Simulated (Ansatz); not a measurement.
# In (I4/mmm) in Ansatz: notebook

One crystal, In, is run at these levels: LDA, PBE, RPBE; tasks: single point.

All numbers are computed with Ansatz 0.2.0; they aren't measurements. Logs are shortened: lines on timing, memory, paths and dates and some standing lists are left out, and cuts for length are marked.

## 1. The structure

The structure is tetragonal, space group I4/mmm (No. 139). The conventional cell has a = 3.251 Å, b = 3.251 Å, c = 4.947 Å, α = 90.00°, β = 90.00°, γ = 90.00°. In (site symmetry 4/mmm) is surrounded by 12 In at 3.25 to 3.38 Å.

## 2. Single point, LDA

Contents of input.yaml:

```yaml
crystal:
  lattice:
    - [-1.62547, 1.62547, 2.4737]
    - [1.62547, -1.62547, 2.4737]
    - [1.62547, 1.62547, -2.4737]
  atoms:
    - { symbol: In, position: [0.0, 0.0, 0.0] }
kpoints:
  mp_grid: { grid: [11, 11, 11] }
scf:
  occupations: { method: gaussian, width: 0.05 }
hamiltonian:
  xc: lda
  pseudopotentials: { kind: all_electron, lapw: { basis_error: 0.001 } }
output:
  forces: true
  stress: true
  eigenvalues: true
```

Potentials or basis: all-electron LAPW, scalar-relativistic.

Started as:

```
ansatz run input.yaml --threads 1 --pin off --max-ram 3072MiB --backend cpu --events-out ev --progress --plain --runs-dir out
```

Standard output:

```text
Warning: RAYON_NUM_THREADS=1 ignored (pool sized by the plan → 1); use --threads N
LAPW: plane waves up to 6.860 Å⁻¹, error target 1.0e-3 eV per atom; small_component_spin mean_spin; In in spheres of 1.625 Å, 21 of its electrons in bands, Dirac shells [] (how accurate: hamiltonian.pseudopotentials.lapw.basis_error, Limitations)
Engine: ansatz 0.2.0, x86_64-unknown-linux-gnu
Pseudopotentials: kind: all_electron
Pseudopotential: In, LAPW, valence charge 21, lapw/all_electron/scalar/gaussian/In, Koelling and Harmon's equation, gaussian nucleus
Functional definition: SPW92
  exchange = slater_x
  correlation = pw_c
Crystal: 1 atoms, lattice volume = 26.144 Å³
Basis set: ecut = 179.281429856544 eV, 145 PW (Γ), exchange–correlation at level 2
Bands: 15, of which v1, the nominal top of the filled ones, is band 11 counted from 1 (10 counted from 0)
Symmetry: 16 space group operations
Space group: I4/mmm (ITA 139), of the structure as read, at distance tolerance 3.0e-5 Å
k-points: 126 of 1331
Non-local potential: In, projectors of the file, none
Initial density: superposition of atomic densities (chi_scale 0.1, normalization cell)
Initial wavefunctions: plane waves of lowest kinetic energy (no species holds an atomic orbital)
Functional: x = slater, c = lda
iter 1 solved again at ethr=3.02e-5 eV; its pass at ethr=1.00e-1 eV (dr2=6.34e-3 eV) is discarded
SCF iter   1: F=—  HF=-159905.475101 eV  |F-HF|=—  |Δ(HF+E_count)|=         —  Δρ=5.88e-3  dr2=6.40e-3  ethr=3.02e-5  ⟨swp⟩=3.5  Hψ=13675  notcnv=0
preconditioner: auto → Kerker (q_TF=auto, 2.630 Å⁻¹)  [metal: Δε(μ)=0.037 eV  Ē_g=19.294 eV  σ=0.050 eV  W_gap=0.40  n_scr=10 (ndim 8)  ℏωp=26.2 eV  f_vac=0.000  D(μ)=0.43/eV (n_scr^D=0)]
SCF iter   2: F=—  HF=-159905.443584 eV  |F-HF|=—  |Δ(HF+E_count)|=   3.15e-2  Δρ=3.18e-3  dr2=2.31e-3  ethr=3.02e-5  ⟨swp⟩=2.0  Hψ=5478  notcnv=0
SCF iter   3: F=—  HF=-159905.440932 eV  |F-HF|=—  |Δ(HF+E_count)|=   2.65e-3  Δρ=2.15e-3  dr2=1.18e-3  ethr=1.10e-5  ⟨swp⟩=2.0  Hψ=5357  notcnv=0
SCF iter   4: F=—  HF=-159905.440515 eV  |F-HF|=—  |Δ(HF+E_count)|=   4.17e-4  Δρ=9.27e-4  dr2=2.68e-4  ethr=5.64e-6  ⟨swp⟩=2.0  Hψ=5358  notcnv=0
iter 5 solved again at ethr=5.91e-8 eV; its pass at ethr=1.28e-6 eV (dr2=1.24e-5 eV) is discarded
SCF iter   5: F=—  HF=-159905.440565 eV  |F-HF|=—  |Δ(HF+E_count)|=   5.00e-5  Δρ=1.91e-4  dr2=1.24e-5  ethr=5.91e-8  ⟨swp⟩=2.0  Hψ=9076  notcnv=0
SCF iter   6: F=—  HF=-159905.440566 eV  |F-HF|=—  |Δ(HF+E_count)|=   7.00e-7  Δρ=4.94e-5  dr2=6.46e-7  ethr=5.91e-8  ⟨swp⟩=2.0  Hψ=5357  notcnv=0
SCF iter   7: F=-159905.440566 eV  HF=-159905.440566 eV  |F-HF|=3.03e-9  |Δ(HF+E_count)|=   2.33e-9  Δρ=1.25e-5  dr2=5.99e-8  ethr=3.07e-9  ⟨swp⟩=2.0  Hψ=5357  notcnv=0
SCF 1 converged in 7 iterations: F = -159905.440566 eV  dr2 = 5.99e-8
SCF converged after 7 iterations
Free energy (F): -159905.440566 eV
Harris-Foulkes:  -159905.440566 eV  (|F-HF|=3.03e-9)
Internal energy: -159905.439941 eV  (E = F + TS)
E sigma→0 (E₀):  -159905.440254 eV
Entropy (-TS):   -0.000624 eV (-0.624 meV/atom)
Fermi energy:    13.221462 eV
--- Per-component energies (eV) ---
  E_band       = -550.772036
  E_kinetic    = 167793.526688
  E_xc         = -4210.324578
  E_electrostatic = -323488.642052  (all electrons and nuclei)
  E_smearing   = -0.000624  (= −TS)
  E_closure    = 0.000000  (closes the sum)
  E_atoms      = -159902.245388  (free atoms, spherical and without spin; not in F)
  Σ components = -159905.440566   (vs F -159905.440566, Δ=0.00e0)
  Basis errors (estimates in eV, not in F): energy 2.1e-4 per atom: plane waves 2.1e-4 (1.1e-4 summed), levels above the bands 0.0e0, relativity 8.7e-10, radial functions 2.2e-6, core shells 1.1e-9; eigenvalues (radial functions only) 1.6e-5; not estimated: angular momenta, meshes, grids; target (lapw.basis_error) 1.0e-3; muffin-tin radii In 1.625 Å
--- Forces (eV/Å), atoms counted from 1 ---
  atom   1  In    -0.00000000     0.00000000     0.00000000
  max |Σ_I F_I| component: 3.02e-31 eV/Å
--- Stress (GPa, compression-positive) ---
       -2.467013      -0.000000      -0.000000
       -0.000000      -2.467013       0.000000
       -0.000000       0.000000      -2.746563
  P = ⅓ Tr σ = -2.5602 GPa (-25.602 kbar)
--- Band table (eV; the first three rows and the last of 126) ---
  k-point 0: bands = ["-101.8643", "-60.4570", "-60.4499", "-60.4499", "-1.4126", "-1.3031", "-1.3031", "-1.2196", "-1.1155", "3.6061", "23.6050", "23.6050", "23.7664", "24.8772", "27.2070"]
  k-point 1: bands = ["-101.8642", "-60.4571", "-60.4505", "-60.4503", "-1.3768", "-1.3225", "-1.2816", "-1.2112", "-1.1299", "3.8592", "22.2790", "22.4690", "22.7692", "23.9131", "28.5238"]
  k-point 2: bands = ["-101.8641", "-60.4577", "-60.4523", "-60.4513", "-1.3743", "-1.2779", "-1.2273", "-1.2221", "-1.1371", "4.6261", "20.2952", "20.5491", "21.1647", "22.6391", "24.7752"]
  k-point 125: bands = ["-101.8638", "-60.4633", "-60.4527", "-60.4522", "-1.5684", "-1.4483", "-1.0229", "-0.9996", "-0.9828", "10.2433", "10.6869", "16.5573", "18.0159", "21.5526", "22.9895"]
```

It took 8.9 s on 1 thread of Intel Xeon at 2.70GHz, shared host; peak memory 0.31 GiB.

Results:

| Quantity | Value |
| --- | --- |
| Free energy | -159905.4406 eV |
| Pressure | -2.6 GPa |
| Band gap on the k mesh | none (metal or under the smearing width) |

Stress tensor (GPa, compression positive):
```
-2.47  0.00  0.00
 0.00 -2.47  0.00
 0.00  0.00 -2.75
```

## 3. Single point, PBE

input.yaml: that of step 2 with these lines changed.

```diff
@@ -12,3 +12,3 @@
 hamiltonian:
-  xc: lda
+  xc: pbe
   pseudopotentials: { kind: all_electron, lapw: { basis_error: 0.001 } }
```

Potentials or basis: all-electron LAPW, scalar-relativistic.

Started as:

```
ansatz run input.yaml --threads 1 --pin off --max-ram 3072MiB --backend cpu --events-out ev --progress --plain --runs-dir out
```

It took 8.7 s on 1 thread of Intel Xeon at 2.70GHz, shared host; peak memory 0.31 GiB.

The run converged. Its results:

```
Free energy            : -160045.9626 eV
Pressure               : 2.0 GPa
Band gap on the k mesh : none (metal or under the smearing width)
```

Stress tensor (GPa, compression positive):
```
2.20 0.00 0.00
0.00 2.20 0.00
0.00 0.00 1.64
```

Levels at points of the mesh, in eV from the Fermi level:
| k point | band 6 | band 7 | band 8 | band 9 | band 10 | band 11 | band 12 | band 13 | band 14 | band 15 |
| --- | --- | --- | --- | --- | --- | --- | --- | --- | --- | --- |
| (0.00, 0.00, 0.00) | -14.65 | -14.65 | -14.57 | -14.46 | -9.59 | 10.50 | 10.50 | 10.68 | 11.52 | 13.90 |

## 4. Single point, RPBE

input.yaml: that of step 3 with these lines changed.

```diff
@@ -10,5 +10,5 @@
 scf:
-  occupations: { method: gaussian, width: 0.05 }
+  occupations: { method: gaussian, width: 0.02 }
 hamiltonian:
-  xc: pbe
+  xc: rpbe
   pseudopotentials: { kind: all_electron, lapw: { basis_error: 0.001 } }
```

Potentials or basis: all-electron LAPW, scalar-relativistic.

Started as:

```
ansatz run input.yaml --threads 1 --pin off --max-ram 3072MiB --backend cpu --events-out ev --progress --plain --runs-dir out
```

Standard output:

```text
Warning: RAYON_NUM_THREADS=1 ignored (pool sized by the plan → 1); use --threads N
LAPW: plane waves up to 6.850 Å⁻¹, error target 1.0e-3 eV per atom; small_component_spin mean_spin; In in spheres of 1.625 Å, 21 of its electrons in bands, Dirac shells [] (how accurate: hamiltonian.pseudopotentials.lapw.basis_error, Limitations)
[... 3 set-up lines as earlier in the session ...]
Functional definition: RPBE
  parameter kappa = 0.804
  parameter beta = 0.06672455060314922
  exchange = rpbe_x(kappa = kappa, mu = beta*pi^2/3)
  correlation = pbe_c(beta = beta)
Crystal: 1 atoms, lattice volume = 26.144 Å³
Basis set: ecut = 178.75194846294386 eV, 145 PW (Γ), exchange–correlation at level 2
Bands: 15, of which v1, the nominal top of the filled ones, is band 11 counted from 1 (10 counted from 0)
[... 2 set-up lines as earlier in the session ...]
k-points: 126 of 1331
[... 3 set-up lines as earlier in the session ...]
Functional: x = rpbe, c = pbe(β = 0.06672455060314922)
iter 1 solved again at ethr=3.85e-5 eV; its pass at ethr=1.00e-1 eV (dr2=8.09e-3 eV) is discarded
SCF iter   1: F=—  HF=-160054.397982 eV  |F-HF|=—  |Δ(HF+E_count)|=         —  Δρ=6.58e-3  dr2=8.16e-3  ethr=3.85e-5  ⟨swp⟩=3.5  Hψ=13579  notcnv=0
preconditioner: auto → none  [insulator: Δε(μ)=0.082 eV  Ē_g=19.431 eV  σ=0.020 eV  W_gap=0.57  n_scr=10 (ndim 8)  ℏωp=26.2 eV  f_vac=0.000  D(μ)=0.79/eV (n_scr^D=8)  ε∞_Penn≈2.8]
SCF iter   2: F=—  HF=-160054.373481 eV  |F-HF|=—  |Δ(HF+E_count)|=   2.45e-2  Δρ=2.76e-3  dr2=1.45e-3  ethr=3.85e-5  ⟨swp⟩=2.0  Hψ=5927  notcnv=0
SCF iter   3: F=—  HF=-160054.372535 eV  |F-HF|=—  |Δ(HF+E_count)|=   9.46e-4  Δρ=1.38e-3  dr2=3.59e-4  ethr=6.90e-6  ⟨swp⟩=2.0  Hψ=5395  notcnv=0
iter 4 solved again at ethr=2.03e-8 eV; its pass at ethr=1.71e-6 eV (dr2=4.27e-6 eV) is discarded
SCF iter   4: F=—  HF=-160054.372700 eV  |F-HF|=—  |Δ(HF+E_count)|=   1.64e-4  Δρ=1.38e-4  dr2=4.30e-6  ethr=2.03e-8  ⟨swp⟩=2.3  Hψ=9280  notcnv=0
SCF iter   5: F=—  HF=-160054.372711 eV  |F-HF|=—  |Δ(HF+E_count)|=   1.10e-5  Δρ=1.35e-5  dr2=3.85e-8  ethr=2.03e-8  ⟨swp⟩=2.2  Hψ=5374  notcnv=0
SCF iter   6: F=-160054.372711 eV  HF=-160054.372711 eV  |F-HF|=9.90e-10  |Δ(HF+E_count)|=   2.22e-7  Δρ=4.85e-7  dr2=4.74e-11  ethr=1.83e-10  ⟨swp⟩=3.0  Hψ=5538  notcnv=0
SCF 1 converged in 6 iterations: F = -160054.372711 eV  dr2 = 4.74e-11
SCF converged after 6 iterations
Free energy (F): -160054.372711 eV
Harris-Foulkes:  -160054.372711 eV  (|F-HF|=9.90e-10)
Internal energy: -160054.372599 eV  (E = F + TS)
E sigma→0 (E₀):  -160054.372655 eV
Entropy (-TS):   -0.000112 eV (-0.112 meV/atom)
Fermi energy:    13.747394 eV
--- Per-component energies (eV) ---
  E_band       = -545.116546
  E_kinetic    = 167998.746424
  E_xc         = -4361.678733
  E_electrostatic = -323691.440290  (all electrons and nuclei)
  E_smearing   = -0.000112  (= −TS)
  E_closure    = 0.000000  (closes the sum)
  E_atoms      = -160052.215549  (free atoms, spherical and without spin; not in F)
  Σ components = -160054.372711   (vs F -160054.372711, Δ=0.00e0)
  Basis errors (estimates in eV, not in F): energy 2.2e-4 per atom: plane waves 2.1e-4 (1.1e-4 summed), levels above the bands 0.0e0, relativity 5.4e-8, radial functions 3.3e-6, core shells 1.1e-9; eigenvalues (radial functions only) 1.6e-5; not estimated: angular momenta, meshes, grids; target (lapw.basis_error) 1.0e-3; muffin-tin radii In 1.625 Å
--- Forces (eV/Å), atoms counted from 1 ---
  atom   1  In    -0.00000000     0.00000000     0.00000000
  max |Σ_I F_I| component: 1.97e-31 eV/Å
--- Stress (GPa, compression-positive) ---
        3.924368      -0.000000      -0.000000
       -0.000000       3.924368       0.000000
       -0.000000       0.000000       3.272943
  P = ⅓ Tr σ = 3.7072 GPa (37.072 kbar)
--- Band table (eV; the first three rows and the last of 126) ---
  k-point 0: bands = ["-101.8597", "-60.3355", "-60.3268", "-60.3268", "-1.0804", "-0.9758", "-0.9758", "-0.8960", "-0.7928", "4.1510", "24.2877", "24.2877", "24.4692", "25.2008", "27.6038"]
  k-point 1: bands = ["-101.8597", "-60.3357", "-60.3274", "-60.3272", "-1.0454", "-0.9947", "-0.9548", "-0.8878", "-0.8069", "4.4045", "22.8979", "23.0958", "23.4274", "24.2418", "28.9823"]
  k-point 2: bands = ["-101.8595", "-60.3362", "-60.3291", "-60.3282", "-1.0453", "-0.9490", "-0.9025", "-0.8970", "-0.8148", "5.1724", "20.8843", "21.1380", "21.8385", "22.9621", "25.1693"]
  k-point 125: bands = ["-101.8593", "-60.3417", "-60.3295", "-60.3290", "-1.2328", "-1.1179", "-0.7029", "-0.6809", "-0.6646", "10.8843", "11.1643", "17.0814", "18.5960", "21.9162", "23.4070"]
```

It took 8.2 s on 1 thread of Intel Xeon at 2.70GHz, shared host; peak memory 0.32 GiB.

Results:

| Quantity | Value |
| --- | --- |
| Free energy | -160054.3727 eV |
| Pressure | 3.7 GPa |
| Band gap on the k mesh | none (metal or under the smearing width) |

## 5. Summary

```csv
level,smearing,gap on the mesh (eV),pressure (GPa)
LDA,gaussian 0.05 eV,none,-2.6
PBE,gaussian 0.05 eV,none,2.0
RPBE,gaussian 0.02 eV,none,3.7
```

Alike in all rows: task single point; potentials or basis all-electron LAPW, scalar-relativistic; no spin polarisation; cell as given; k mesh 11 × 11 × 11; cutoff (eV) 179; basis error allowed 0.001 eV/atom.

Every run on the cell as given and a fine mesh finds a metal. The pressure there spans -2.6 GPa (LDA) to 3.7 GPa (RPBE); a positive pressure means that this level wants a larger cell, a negative one a smaller.

Compare energies only between runs with the same functional and basis.
